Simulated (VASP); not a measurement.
Write the native input for VASP 6.6.1 that does the following.

```
Task                   : relaxation of shape and atoms at fixed volume
Functional             : PBE
Dispersion             : D3(BJ)
Potentials or basis    : VASP PAW PBE potentials, release 64 (C, O)
Cutoff                 : 600 eV
k mesh                 : 12 × 12 × 12
Occupations            : gaussian, width 0.03 eV
Spin                   : no spin polarisation
Further INCAR settings : ALGO = Fast; EDIFF = 1e-07; IBRION = 2; EDIFFG = -0.01; NSW = 40; ISIF = 4
```

The structure of CO2 lies in POSCAR:

```
CO2                                     
1.0
   -1.9558724450      1.9558724450      2.9679447947
    1.9558724450     -1.9558724450      2.9679447947
    1.9558724450      1.9558724450     -2.9679447947
  C               O             
     2     4
Direct
     0.0000000000000000    0.0000000000000000    0.0000000000000000
     0.7500000000000000    0.2500000000000000    0.5000000000000000
     0.3750000000000000    0.2927352918150434    0.4177352918150434
     0.7072647081849567    0.1250000000000000    0.0822647081849566
     0.8750000000000000    0.9572647081849567    0.5822647081849567
     0.0427352918150434    0.6250000000000000    0.9177352918150433
```

The cell isn't the ideal one: a relaxed cell with its volume scaled by 0.98.

One way to write it, as run:

INCAR

```
SYSTEM = CO2
ALGO = Fast
EDIFF = 1E-7
EDIFFG = -0.01
ENCUT = 600
GGA = PE
IBRION = 2
ISIF = 4
ISMEAR = 0
IVDW = 12
KPAR = 2
LASPH = .True.
LCHARG = .False.
LREAL = .False.
LWAVE = .False.
NELM = 80
NSW = 40
PREC = Accurate
SIGMA = 0.03
```

KPOINTS

```
k-points
0
Gamma
  12 12 12
  0 0 0
```

Potentials or basis: VASP PAW PBE potentials, release 64 (C, O).

Run with:

```sh
$ cat potpaw_PBE.64/C/POTCAR potpaw_PBE.64/O/POTCAR > POTCAR
$ mpirun -np 2 vasp_std > vasp.out
```

Results of the run:

```
Energy gained by relaxing  : 1.3 meV/atom
Ionic steps                : 5
Pressure after relaxing    : 3.0 GPa
Band gap on the k mesh     : 7.67 eV, indirect (least direct gap 8.06 eV)
Dispersion energy per atom : -0.104 eV
```

Run time: 3.5 min on 2 MPI ranks on Intel(R) Xeon(R) Platinum 8375C CPU @ 2.90GHz (Ice Lake) (shared host), peak memory 0.29 GiB a rank.
